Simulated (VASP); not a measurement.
A run of VASP 6.6.1 is set up as follows.

INCAR

```
SYSTEM = K
PREC = Accurate ; ENCUT = 520
EDIFF = 1E-6 ; ISMEAR = -1
SIGMA = 0.05 ; LREAL = .False.
LASPH = .True. ; NELM = 80
ALGO = Fast ; ISIF = 2
LWAVE = .False. ; LCHARG = .False.
LDIPOL = .True. ; IDIPOL = 3
DIPOL = 0.5 0.5 0.500 ; GGA = RP
IBRION = 2 ; NSW = 60
EDIFFG = -0.005
```

File KPOINTS:

```
regular mesh
0
Gamma
  5 5 1
  0 0 0
```

POSCAR

```
K
1.0
    4.7968325411      0.0000000000      0.0000000000
    0.0000000000      4.7968325411      0.0000000000
    0.0000000000      0.0000000000     25.1756184540
K
4
Selective dynamics
Direct
    0.5000000000      0.5000000000      0.2979072794  F F F
    0.0000000000      0.0000000000      0.4326357598  F F F
    0.5000000000      0.5000000000      0.5673642402  T T T
    0.0000000000      0.0000000000      0.7020927206  T T T
```

Potentials or basis: VASP PAW PBE potentials, release 64 (K_sv).

Run with:

```console
$ cat potpaw_PBE.64/K_sv/POTCAR > POTCAR
$ mpirun -np 1 vasp_std > vasp.out
```

Problem. What does it give for the band gap on the k mesh?

Solution. None (metal or under the smearing width).

Problem. What does it give for the energy gained by relaxing?

Solution. 0.9 meV/atom.

Final structure:
```
K
1.0
     4.79683    0.00000    0.00000
     0.00000    4.79683    0.00000
     0.00000    0.00000   25.17562
K
4
Cartesian
  2.3984 2.3984 7.5000
  0.0000 0.0000 10.8919
  2.3984 2.3984 14.4562
  0.0000 0.0000 17.8274
```
